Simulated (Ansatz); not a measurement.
# NaF (zincblende): gap against strain (epitaxial in the xy plane)

NaF in the zincblende structure, relaxed with r2SCAN in Ansatz, then strained (epitaxial in the xy plane; changes of length per length, axes as in the cell below) with the atoms relaxed again within the symmetry that is left. Space group F-43m (No. 216), cubic; a = 5.063 Å in the conventional setting, 16.22 Å³ an atom. Na is surrounded by 4 F at 2.19 Å; F is surrounded by 4 Na at 2.19 Å. Values at 0 K without nuclear motion; spin polarisation is off, and the phase may be a hypothetical one.

```yaml
crystal:
  lattice:
    - [0.00000, 2.53126, 2.53126]
    - [2.53126, 0.00000, 2.53126]
    - [2.53126, 2.53126, 0.00000]
  atoms:
    - { symbol: Na, position: [0.00000, 0.00000, 0.00000] }
    - { symbol: F, position: [0.25000, 0.25000, 0.25000] }
```

Gaps are the least over each mesh (HSE06 6×6×6 when unstrained) and the special points, which keep their unstrained names; stress is the change from the unstrained cell, compression positive.

```tsv
strain (%)	free normal strain (%)	gap, HSE06 (eV)	edges, HSE06	in-plane stress, r2SCAN (GPa)	energy rise, r2SCAN (meV/atom)
-5.2	+8.01	7.666	Γ–K (0.44) → Γ	–	–
-4.74	+7.40	7.665	Γ–K (0.44) → Γ	–	–
-3.0	+4.93	7.664	(0.156, 0.156, 1/3) → Γ	+0.52	1.4
-2.87	+4.76	7.663	Γ–K (0.44) → Γ	–	–
-1.64	+2.86	7.665	Γ–K (0.44) → Γ	–	–
-0.65	+1.20	7.663	Γ–K (0.28) → Γ	+0.06	0.1
0.0	0.00	7.664	Γ	0.00	0.0
```

Where an edge lies off the special points, it is a point of the mesh or the k point where a search put PBE's edge or least direct gap, reused for the other functionals, whose own edges may lie a little apart.

Coordinates of k points refer to the reciprocal vectors of the primitive cell of the runs.

The meshes of the hybrids are coarse, so their gaps aren't converged to the digits shown.
